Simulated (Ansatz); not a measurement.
Input for Ansatz (plane-wave DFT, PAW):

```yaml
crystal:
  lattice:
    - [0.0, 2.991338, 2.991338]
    - [2.991338, 0.0, 2.991338]
    - [2.991338, 2.991338, 0.0]
  atoms:
    - { symbol: Sn, position: [0.0, 0.0, 0.0] }
    - { symbol: Se, position: [0.5, 0.5, 0.5] }
basis:
  ecutwfc: 420
kpoints:
  mp_grid: { grid: [10, 10, 10] }
hamiltonian:
  xc: pbe
scf:
  occupations: { method: gaussian, width: 0.05 }
output:
  forces: true
  stress: true
  eigenvalues: true
```

Run as
```bash
ansatz run input.yaml --threads 1 --pin off --max-ram 1331MiB --backend cpu --events-out ev --progress --plain --runs-dir out
```

All numbers below come from DFT PBE, scalar-relativistic, plane waves, PAW (Ansatz 0.2.0).

Part of what the program printed, abridged:

```
Pseudopotentials: kind: paw
Pseudopotential: Sn, paw, valence charge 14, recommended cutoff 420 eV (normal)
Pseudopotential: Se, paw, valence charge 16, recommended cutoff 420 eV (normal)
Functional definition: PBE
Crystal: 2 atoms, lattice volume = 53.534 Å³
Basis set: ecut = 420 eV, 1037 PW (Γ), exchange–correlation on 60×60×60 points (8 copies of the dense FFT grid, shifted against one another)
Bands: 19, of which v1, the nominal top of the filled ones, is band 15 counted from 1 (14 counted from 0)
Symmetry: 48 space group operations
Space group: Fm-3m (ITA 225), of the structure as read, at distance tolerance 3.8e-5 Å
k-points: 47 of 1000
Initial density: superposition of atomic densities (neutral atoms: chi_scale 0, normalization atom), corrected by the library's trained network
Initial wavefunctions: pseudopotential atomic-orbital guess
Functional: x = pbe(κ = 0.804, μ = 0.21951497), c = pbe(β = 0.06672455)
SCF iter   1: F=—  HF=-11494.146842 eV  |F-HF|=—  |Δ(HF+E_count)|=         —  Δρ=5.12e-4  dr2=1.09e-4  ethr=1.77e-3  ⟨swp⟩=5.8  Hψ=4295  notcnv=0
SCF iter   2: F=—  HF=-11494.145953 eV  |F-HF|=—  |Δ(HF+E_count)|=   8.89e-4  Δρ=3.91e-4  dr2=4.58e-5  ethr=3.62e-7  ⟨swp⟩=2.9  Hψ=2086  notcnv=0
SCF iter   3: F=—  HF=-11494.145961 eV  |F-HF|=—  |Δ(HF+E_count)|=   7.76e-6  Δρ=2.01e-4  dr2=1.08e-5  ethr=1.53e-7  ⟨swp⟩=2.0  Hψ=1589  notcnv=0
SCF iter   4: F=—  HF=-11494.145983 eV  |F-HF|=—  |Δ(HF+E_count)|=   2.26e-5  Δρ=7.05e-5  dr2=2.57e-6  ethr=3.59e-8  ⟨swp⟩=2.0  Hψ=1598  notcnv=0
SCF iter   5: F=—  HF=-11494.145982 eV  |F-HF|=—  |Δ(HF+E_count)|=   1.20e-6  Δρ=4.35e-5  dr2=9.69e-7  ethr=8.55e-9  ⟨swp⟩=2.1  Hψ=1351  notcnv=0
SCF iter   6: F=—  HF=-11494.145982 eV  |F-HF|=—  |Δ(HF+E_count)|=   7.25e-7  Δρ=1.48e-5  dr2=1.08e-7  ethr=3.23e-9  ⟨swp⟩=2.0  Hψ=1595  notcnv=0
SCF iter   7: F=-11494.145981 eV  HF=-11494.145981 eV  |F-HF|=1.29e-9  |Δ(HF+E_count)|=   9.29e-8  Δρ=1.46e-6  dr2=9.65e-10  ethr=3.33e-10  ⟨swp⟩=4.7  Hψ=3317  notcnv=0
SCF 1 converged in 7 iterations: F = -11494.145981 eV  dr2 = 9.65e-10
SCF converged after 7 iterations
Free energy (F): -11494.145981 eV
Harris-Foulkes:  -11494.145981 eV  (|F-HF|=1.29e-9)
Internal energy: -11494.145981 eV  (E = F + TS)
E sigma→0 (E₀):  -11494.145981 eV
Fermi energy:    9.594336 eV
--- Per-component energies (eV) ---
  E_band       = -469.082327
  E_kinetic    = 303.737598
  E_local      = -3293.381362  (includes V_loc(G=0)·N_el)
  E_nonlocal   = -628.539411
  E_hartree    = 1737.341419
  E_xc         = -487.893261
  E_vxc        = -195.233458  (∫ρ·V_xc dr)
  E_paw        = -6043.919106  (= ΣΔE_a)
  E_vpaw       = -130.346016  (= ΣTr[D̂ρ^β])
  E_aug_tail   = -0.000628  (compensation charges beyond the density's cutoff)
  E_ewald      = -3081.491232
  E_smearing   =  0.000000  (= −TS)
--- Forces (eV/Å), atoms counted from 1 ---
  atom   1  Sn     0.00000000     0.00000000     0.00000000
  atom   2  Se     0.00000000     0.00000000     0.00000000
--- Stress (GPa, compression-positive) ---
        2.062824       0.000000       0.000000
        0.000000       2.062824       0.000000
        0.000000       0.000000       2.062824
  P = ⅓ Tr σ = 2.0628 GPa (20.628 kbar)
--- Band table (eV; the first three rows and the last of 47) ---
  k-point 0: bands = ["-38.3588", "-38.3588", "-38.3570", "-38.3570", "-38.3570", "-12.2504", "-12.2504", "-12.2504", "-12.2485", "-12.2485", "-4.6392", "4.3492", "7.1131", "7.1131", "7.1131", "13.7441", "13.7441", "13.7441", "15.2040"]
  k-point 1: bands = ["-38.3588", "-38.3588", "-38.3570", "-38.3570", "-38.3570", "-12.2502", "-12.2501", "-12.2501", "-12.2483", "-12.2483", "-4.5663", "3.9241", "7.1255", "7.1255", "7.4560", "13.1112", "13.2152", "13.2152", "15.1985"]
  k-point 2: bands = ["-38.3588", "-38.3588", "-38.3570", "-38.3570", "-38.3570", "-12.2520", "-12.2520", "-12.2495", "-12.2452", "-12.2452", "-4.3607", "3.0516", "7.1669", "7.1669", "8.0892", "12.0450", "12.2659", "12.2659", "15.3044"]
  k-point 46: bands = ["-38.3588", "-38.3587", "-38.3570", "-38.3569", "-38.3569", "-12.2713", "-12.2487", "-12.2467", "-12.2407", "-12.2315", "-3.3464", "2.4590", "4.2766", "4.8306", "8.1108", "11.3769", "13.6858", "14.5824", "15.9276"]
```

The run converged.